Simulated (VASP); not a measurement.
## MgSe in VASP 6.6.1, single-point calculation

INCAR

```
ENCUT = 520
ISMEAR = -1
NSW = 0
LREAL = .FALSE.
IBRION = -1
NBANDS = 28
LASPH = .TRUE.
GGA = PE
NELM = 58
LWAVE = .FALSE.
ISIF = 2
LCHARG = .FALSE.
SIGMA = 0.02
EDIFF = 0.0001
PREC = Accurate
```

KPOINTS

```
KPOINTS created by Atomic Simulation Environment
0
Gamma
8 8 8
0 0 0
```

POSCAR

```
Mg Se
 1.0000000000000000
     0.0270890668000000    2.7362693762000001    2.7362693762000001
     2.7362693762000001    0.0270890668000000    2.7362693762000001
     2.7633584430000000    2.7633584430000000    0.0000000000000000
 Mg  Se
   1   1
Cartesian
  0.0000000000000000  0.0000000000000000  0.0000000000000000
  2.7633584430000000  2.7633584430000000  2.7362693762000001
```

The recommended PBE PAW datasets give the neutral cell 8 valence electrons.

Command

```
mpirun -np 1 vasp_std
```

OSZICAR

```
N       E                     dE             d eps       ncg     rms          rms(c)
DAV:   1     0.240215360658E+02    0.24022E+02   -0.28345E+03  5440   0.227E+02
DAV:   2    -0.663144518790E+01   -0.30653E+02   -0.28981E+02  6712   0.582E+01
DAV:   3    -0.778633427813E+01   -0.11549E+01   -0.11479E+01  6628   0.103E+01
DAV:   4    -0.779050285470E+01   -0.41686E-02   -0.41682E-02  6196   0.623E-01
DAV:   5    -0.779051963812E+01   -0.16783E-04   -0.16783E-04  6308   0.412E-02    0.296E+00
DAV:   6    -0.752894705813E+01    0.26157E+00   -0.29158E-01  5836   0.994E-01    0.187E+00
DAV:   7    -0.748611428691E+01    0.42833E-01   -0.14153E-01  6200   0.772E-01    0.931E-01
DAV:   8    -0.748582803950E+01    0.28625E-03   -0.81119E-03  6020   0.235E-01    0.264E-01
DAV:   9    -0.748573580429E+01    0.92235E-04   -0.30671E-04  5988   0.423E-02
   1 F= -.74857358E+01 E0= -.74857358E+01  d E =-.117881E-11
```

Standard output (part)

```
POSCAR found type information on POSCAR MgSe
 POSCAR found :  2 types and       2 ions
 LDA part: xc-table for (Slater+PW92), standard interpolation
 POSCAR, INCAR and KPOINTS ok, starting setup
 WAVECAR not read
 entering main loop
```

From OUTCAR

```
k-points           NKPTS =     95   k-points in BZ     NKDIM =     95   number of bands    NBANDS=     28

   NELECT =       8.0000    total number of electrons

   dimension x,y,z NGX =    30 NGY =   30 NGZ =   30
   dimension x,y,z NGXF=    60 NGYF=   60 NGZF=   60

  energy-cutoff  :      520.00
  volume of cell :       40.97
      direct lattice vectors                 reciprocal lattice vectors
     0.027089067  2.736269376  2.736269376    -0.184557668  0.184557668  0.182730547
     2.736269376  0.027089067  2.736269376     0.184557668 -0.184557668  0.182730547
     2.763358443  2.763358443  0.000000000     0.180939248  0.180939248 -0.182730547

 k-points in reciprocal lattice and weights: KPOINTS created by Atomic Simulation Env
   0.00000000  0.00000000  0.00000000       0.002
   0.12500000 -0.00000000  0.00000000       0.008
   0.25000000 -0.00000000  0.00000000       0.008
   0.37500000 -0.00000000  0.00000000       0.008
   0.50000000 -0.00000000  0.00000000       0.004
   0.12500000  0.12500000  0.00000000       0.004
   0.25000000  0.12500000  0.00000000       0.008
   0.37500000  0.12500000  0.00000000       0.008
   ...

 E-fermi :   3.6473

 k-point     1 :       0.0000    0.0000    0.0000
  band No.  band energies     occupation
      1      -9.7513      2.00000
      2       3.0355      2.00000
      3       3.1265      2.00000
      4       3.2237      2.00000
      5       5.6407      0.00000
      6      10.3853      0.00000
      7      10.5508      0.00000
      8      10.7075      0.00000
      9      13.0791      0.00000
     10      13.0843      0.00000
     11      14.0520      0.00000
     12      14.2720      0.00000
     13      14.3203      0.00000
     14      14.3310      0.00000
     15      21.0839      0.00000
     16      29.3575      0.00000
     17      29.3821      0.00000
     18      29.4772      0.00000
     19      31.8026      0.00000
     20      32.2770      0.00000
     21      32.5396      0.00000
     22      33.2643      0.00000
     23      33.4891      0.00000
     24      33.9378      0.00000
     25      34.0061      0.00000
     26      34.0786      0.00000
     27      37.1345      0.00000
     28      37.1483      0.00000

 k-point     2 :       0.1250   -0.0000    0.0000
  band No.  band energies     occupation
      1      -9.6187      2.00000
      2       1.9721      2.00000
      3       2.9385      2.00000
      4       3.0540      2.00000
      5       6.5998      0.00000
      6      10.2934      0.00000
      7      10.6233      0.00000
      8      10.8121      0.00000
      9      12.0027      0.00000
     10      12.0880      0.00000
     11      13.8051      0.00000
     12      15.6243      0.00000
     13      16.0364      0.00000
     14      16.0527      0.00000
     15      21.8946      0.00000
     16      27.2919      0.00000
     17      27.3517      0.00000
     18      27.7211      0.00000
     19      31.7327      0.00000
     20      31.7403      0.00000
     21      32.4088      0.00000
     22      32.6689      0.00000
     23      33.5746      0.00000
     24      33.6604      0.00000
     25      36.2017      0.00000
     26      36.2362      0.00000
     27      37.8731      0.00000
     28      38.3140      0.00000

 ...

  Total        0.3026764      0.3026764      0.2953752     -0.2210502      0.0000000      0.0000000
  in kB       11.8365505     11.8365505     11.5510277     -8.6444534      0.0000000      0.0000000
  external PRESSURE =      11.7413762 kB  Pullay stress =       0.0000000 kB

 POSITION                                       TOTAL-FORCE (eV/Angst)
 -----------------------------------------------------------------------------------
      0.00000      0.00000      0.00000         0.000000     -0.000000      0.000000
      2.76336      2.76336      2.73627        -0.000000      0.000000     -0.000000
 -----------------------------------------------------------------------------------
    total drift:                               -0.000000     -0.000000      0.000000

  FREE ENERGIE OF THE ION-ELECTRON SYSTEM (eV)
  ---------------------------------------------------
  free  energy   TOTEN  =        -7.4857358043 eV

  energy  without entropy=       -7.4857358043  energy(sigma->0) =       -7.48573580
```

It converged. Results: gap between bands v and c on the k mesh 1.68 eV; least direct gap on the k mesh 2.42 eV; pressure 1.2 GPa. Band v is the last that the valence electrons fill when counted band by band, and c is the next.

For comparison, a separate PBE run of the intended cell, on usual settings and not on those above, gives a gap of 1.68 eV on its mesh and a pressure of 1.1 GPa.

The run above took about 89 s on one core of a shared host (Intel Xeon Platinum 8488C) and held 0.23 GiB at most.
